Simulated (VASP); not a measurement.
# AlAs (F-43m) in VASP: settings compared, part 2 of 2

VASP 6.6.1. Earlier steps stand in the parts before.

### Step 4. Band structure, LDA

Contents of INCAR:

```
ALGO = Fast
EDIFF = 1E-7
ENCUT = 520
ISIF = 2
ISMEAR = 0
LASPH = T
LCHARG = F
LREAL = F
LWAVE = F
NBANDS = 11
NELM = 80
PREC = Accurate
SIGMA = 0.03
```

Contents of KPOINTS:

```
k-points
0
Gamma
  8 8 8
```

Contents of POSCAR:

```
AlAs                                    
1.0
    0.0000000000      2.8408844733      2.8408844733
    2.8408844733      0.0000000000      2.8408844733
    2.8408844733      2.8408844733      0.0000000000
  Al              As            
     1     1
Direct
     0.0000000000000000    0.0000000000000000    0.0000000000000000
     0.2500000000000000    0.2500000000000000    0.2500000000000000
```

KPOINTS_OPT is that of step 3.

Potentials or basis: VASP PAW LDA potentials, release 64 (Al, As).

Launch:

```
$ cat potpaw_LDA.64/Al/POTCAR potpaw_LDA.64/As/POTCAR > POTCAR
$ mpirun -np 1 vasp_std > vasp.out
```

OUTCAR:

```text
EDIFF = 1E-7
   ENCUT = 520
   ISIF = 2
   ISMEAR = 0
   LASPH = T
   LREAL = F
   NELM = 80
   PREC = Accurate

 ion  position               nearest neighbor table
   1  0.000  0.000  0.000-   2 2.46   2 2.46   2 2.46   2 2.46
   2  0.250  0.250  0.250-   1 2.46   1 2.46   1 2.46   1 2.46

  LATTYP: Found a face centered cubic cell.
 ALAT       =     5.6817689466

  Lattice vectors:

 A1 = (   0.0000000000,   2.8408844733,   2.8408844733)
 A2 = (   2.8408844733,   0.0000000000,   2.8408844733)
 A3 = (   2.8408844733,   2.8408844733,   0.0000000000)

Analysis of symmetry for initial positions (statically):
=====================================================================
 Subroutine PRICEL returns:
 Original cell was already a primitive cell.

 Routine SETGRP: Setting up the symmetry group for a
 face centered cubic supercell.

 Subroutine GETGRP returns: Found 24 space group operations
 (whereof 24 operations were pure point group operations)
 out of a pool of 48 trial point group operations.

The static configuration has the point symmetry T_d .

Analysis of symmetry for dynamics (positions and initial velocities):
=====================================================================
 Subroutine PRICEL returns:
 Original cell was already a primitive cell.

 Routine SETGRP: Setting up the symmetry group for a
 face centered cubic supercell.

 Subroutine GETGRP returns: Found 24 space group operations
 (whereof 24 operations were pure point group operations)
 out of a pool of 48 trial point group operations.

The dynamic configuration has the point symmetry T_d .

 Subroutine INISYM returns: Found 24 space group operations
 (whereof 24 operations are pure point group operations),
 and found     1 'primitive' translations

----------------------------------------------------------------------------------------

[... 120 lines left out ...]
   IVDW    =     0    specifies the selected vdW correction
   LEPSILON=     F    determine dielectric tensor
   LRPA    =     F    only Hartree local field effects (RPA)
 non-spin polarized calculation
 RMM-DIIS sequential band-by-band and
 Gauss-broadening in eV      SIGMA  =   0.03
  energy-cutoff  :      520.00
  volume of cell :       45.86
 maximum number of plane-waves:      1254
 NGX is ok and might be reduce to    30
   NGX = 15   NGY = 15   NGZ = 15

 number of electron       7.9999999 magnetization

 Free energy of the ion-electron system (eV)
  ---------------------------------------------------
  ext. energy  EPLUGINS =         0.00000000
  ---------------------------------------------------
  free energy    TOTEN  =       -10.50854906 eV

  energy without entropy =      -10.50854906  energy(sigma->0) =      -10.50854906

 E-fermi :   3.8920     XC(G=0):  -9.2368

 val. band max:        3.6874467436   @ k =   0.0000   0.0000   0.0000
 cond. band min:       5.0439844415   @ k =   0.5000   0.5000   0.0000
 fundamental gap:      1.3565376979
 Fermi energy:         3.8919597482

 k-point     1 :       0.0000    0.0000    0.0000
  band No.  band energies     occupation
      1      -8.1455      2.00000
      2       3.6874      2.00000
      3       3.6874      2.00000
      4       3.6874      2.00000
      5       5.4834      0.00000
      6       7.9142      0.00000
      7       7.9142      0.00000
      8       7.9142      0.00000
      9      12.2527      0.00000
     10      12.6990      0.00000
     11      12.6990      0.00000
[... 309 lines left out ...]
 k-point    24 :      -0.3750    0.2500    0.1250
  band No.  band energies     occupation
      1      -6.5003      2.00000
      2      -1.5537      2.00000
      3       1.0027      2.00000
      4       2.1579      2.00000
      5       7.2462      0.00000
      6       7.8352      0.00000
      7      10.2583      0.00000
      8      11.1999      0.00000
      9      11.9079      0.00000
     10      14.5612      0.00000
     11      15.7832      0.00000

 [... further k-points ...]

------------------------ aborting loop because EDIFF is reached ----------------------------------------

  FORCE on cell =-STRESS in cart. coord.  units (eV):
  Direction    XX          YY          ZZ          XY          YZ          ZX
  --------------------------------------------------------------------------------------
  -------------------------------------------------------------------------------------
  Total       -0.4818255     -0.4818255     -0.4818255      0.0000000      0.0000000     -0.0000000
  in kB      -16.8348668    -16.8348668    -16.8348668      0.0000000      0.0000000     -0.0000000
  external PRESSURE =     -16.8348668 kB  Pullay stress =       0.0000000 kB

 VOLUME and BASIS-vectors are now :
 -----------------------------------------------------------------------------
  energy-cutoff  :      520.00
  volume of cell :       45.86
      direct lattice vectors                 reciprocal lattice vectors
     0.000000000  2.840884473  2.840884473    -0.176001525  0.176001525  0.176001525
     2.840884473  0.000000000  2.840884473     0.176001525 -0.176001525  0.176001525
     2.840884473  2.840884473  0.000000000     0.176001525  0.176001525 -0.176001525

 POSITION                                       TOTAL-FORCE (eV/Angst)
 -----------------------------------------------------------------------------------
      0.00000      0.00000      0.00000        -0.000000     -0.000000     -0.000000
      1.42044      1.42044      1.42044         0.000000      0.000000      0.000000
 -----------------------------------------------------------------------------------
    total drift:                               -0.000000     -0.000000     -0.000000

  FREE ENERGIE OF THE ION-ELECTRON SYSTEM (eV)
  ---------------------------------------------------
  free  energy   TOTEN  =       -10.5085490631 eV

  energy  without entropy=      -10.5085490631  energy(sigma->0) =      -10.50854906
```

OSZICAR:

```text
N       E                     dE             d eps       ncg     rms          rms(c)
DAV:   1     0.136313959021E+02    0.13631E+02   -0.29372E+03   638   0.544E+02
DAV:   2    -0.964431967624E+01   -0.23276E+02   -0.22180E+02   810   0.901E+01
DAV:   3    -0.108112434168E+02   -0.11669E+01   -0.11643E+01   832   0.195E+01
DAV:   4    -0.108206791266E+02   -0.94357E-02   -0.94353E-02   732   0.209E+00
DAV:   5    -0.108207938672E+02   -0.11474E-03   -0.11474E-03   800   0.230E-01    0.332E+00
RMM:   6    -0.105673326342E+02    0.25346E+00   -0.16248E-01   640   0.168E+00    0.194E+00
RMM:   7    -0.105125674530E+02    0.54765E-01   -0.10689E-01   657   0.148E+00    0.635E-01
RMM:   8    -0.105085801302E+02    0.39873E-02   -0.84769E-03   685   0.593E-01    0.110E-01
RMM:   9    -0.105085508491E+02    0.29281E-04   -0.12541E-03   746   0.231E-01    0.696E-02
RMM:  10    -0.105085466914E+02    0.41577E-05   -0.20076E-04   723   0.106E-01    0.122E-02
[... 67 further cycles ...]
DAV:   7    -0.338374273563E+03   -0.18435E-05      788
DAV:   8    -0.338374273618E+03   -0.54163E-07      639
       N       E                     dE             ncg
DAV:   1     0.286021108563E+04   -0.53456E+04      440
DAV:   2     0.245292212813E+04   -0.40729E+03      546
DAV:   3     0.243751381712E+04   -0.15408E+02      778
DAV:   4     0.243747187081E+04   -0.41946E-01      593
DAV:   5     0.243747155597E+04   -0.31484E-03      606
DAV:   6     0.243747154972E+04   -0.62441E-05      664
DAV:   7     0.243747154957E+04   -0.15657E-06      598
DAV:   8     0.243747154956E+04   -0.28249E-08      654
```

stdout:

```text
POSCAR found type information on POSCAR AlAs
 POSCAR found :  2 types and       2 ions
 scaLAPACK will be used
 LDA part: xc-table for (Slater(with rela. corr.)+CA(PZ))
 , standard interpolation
 POSCAR, INCAR and KPOINTS ok, starting setup
 FFT: planning ... GRIDC
 FFT: planning ... GRID_SOFT
 FFT: planning ... GRID
 WAVECAR not read
 entering main loop
 Start KPOINTS_OPT (optional k-point list driver)
k-point batch [1-29\252]
k-point batch [30-58\252]
k-point batch [59-87\252]
k-point batch [88-116\252]
k-point batch [117-145\252]
k-point batch [146-174\252]
k-point batch [175-203\252]
k-point batch [204-232\252]
k-point batch [233-252\252]
```

It took 43 s on 1 thread of AMD EPYC 9R45 (Zen 5), shared host; peak memory 0.13 GiB.

Results:

| Item | Value |
| --- | --- |
| Free energy | -10.5085 eV |
| Pressure | -1.7 GPa |
| Band gap on the k mesh | 1.36 eV, indirect (least direct gap 1.80 eV) |
| Band gap along the path | 1.36 eV, indirect (least direct gap 1.80 eV) |

Levels at the corners of the path, in eV from the valence-band top:
```csv
point,band 1,band 2,band 3,band 4,band 5,band 6,band 7,band 8
Γ,-11.83,0.00,0.00,0.00,1.80,4.23,4.23,4.23
X,-9.91,-5.41,-2.15,-2.15,1.36,2.20,10.12,10.12
X,-9.91,-5.41,-2.15,-2.15,1.36,2.20,10.12,10.12
W,-9.88,-5.07,-3.16,-2.81,4.24,5.51,5.58,5.95
W,-9.88,-5.07,-3.16,-2.81,4.24,5.51,5.58,5.95
K,-9.94,-5.16,-3.39,-1.78,2.15,4.87,8.05,8.13
K,-9.94,-5.16,-3.39,-1.78,2.15,4.87,8.05,8.13
Γ,-11.83,0.00,0.00,0.00,1.80,4.23,4.23,4.23
Γ,-11.83,0.00,0.00,0.00,1.80,4.23,4.23,4.23
L,-10.44,-5.55,-0.82,-0.82,1.98,4.63,4.63,7.56
L,-10.44,-5.55,-0.82,-0.82,1.98,4.63,4.63,7.56
U,-9.94,-5.16,-3.39,-1.78,2.15,4.87,8.05,8.13
U,-9.94,-5.16,-3.39,-1.78,2.15,4.87,8.05,8.13
W,-9.88,-5.07,-3.16,-2.81,4.24,5.51,5.58,5.95
W,-9.88,-5.07,-3.16,-2.81,4.24,5.51,5.58,5.95
L,-10.44,-5.55,-0.82,-0.82,1.98,4.63,4.63,7.56
L,-10.44,-5.55,-0.82,-0.82,1.98,4.63,4.63,7.56
K,-9.94,-5.16,-3.39,-1.78,2.15,4.87,8.05,8.13
U,-9.94,-5.16,-3.39,-1.78,2.15,4.87,8.05,8.13
X,-9.91,-5.41,-2.15,-2.15,1.36,2.20,10.12,10.12
```

### Step 5. Band structure, PBE, spin-orbit coupling, no magnetisation

Contents of INCAR:

```
ALGO = Fast
EDIFF = 1E-7
ENCUT = 520
GGA = PE
GGA_COMPAT = F
ISIF = 2
ISMEAR = 0
LASPH = T
LCHARG = F
LORBIT = 11
LREAL = F
LSORBIT = T
LWAVE = F
MAGMOM = 0 0 0 0 0 0
NBANDS = 20
NELM = 80
PREC = Accurate
SIGMA = 0.03
```

Contents of KPOINTS:

```
k-points
0
Gamma
  6 6 6
```

POSCAR is that of step 4.

KPOINTS_OPT is that of step 4.

Potentials or basis: VASP PAW PBE potentials, release 64 (Al, As).

Launch:

```
$ cat potpaw_PBE.64/Al/POTCAR potpaw_PBE.64/As/POTCAR > POTCAR
$ mpirun -np 1 vasp_ncl > vasp.out
```

Wall time 3.3 min (1 thread of AMD EPYC 9R45 (Zen 5), shared host); peak memory 0.28 GiB.

Results (log left out):

```yaml
Free_energy: -9.3818 eV
Pressure: 1.9 GPa
Valence_electrons_inside_the_program's_atomic_spheres: Al 0.77; As 2.90
```

### Step 6. Overview

| level | potentials or basis | spin | k mesh | grid for exact exchange (PRECFOCK) | exchange at q = 0 | gap on the mesh (eV) | pressure (GPa) |
| --- | --- | --- | --- | --- | --- | --- | --- |
| PBE0 | VASP PAW PBE potentials, release 64 (Al, As) | off | 8 × 8 × 8 | Fast | truncated | 2.75 | -0.3 |
| PBE | VASP PAW PBE potentials, release 64 (Al, As) | off | 8 × 8 × 8 | - | - | 1.45 | 1.9 |
| LDA | VASP PAW LDA potentials, release 64 (Al, As) | off | 8 × 8 × 8 | - | - | 1.36 | -1.7 |
| PBE | VASP PAW PBE potentials, release 64 (Al, As) | SOC, no magnetisation | 6 × 6 × 6 | - | - | - | 1.9 |

Alike in all rows: task band structure; cell as given; cutoff (eV) 520; smearing gaussian 0.03 eV.

Caveats: the PAW data sets were made with another functional, which shifts forces and pressure a little (some runs).

Total energies depend on the potentials used, so only differences within one code and one set of settings carry meaning.
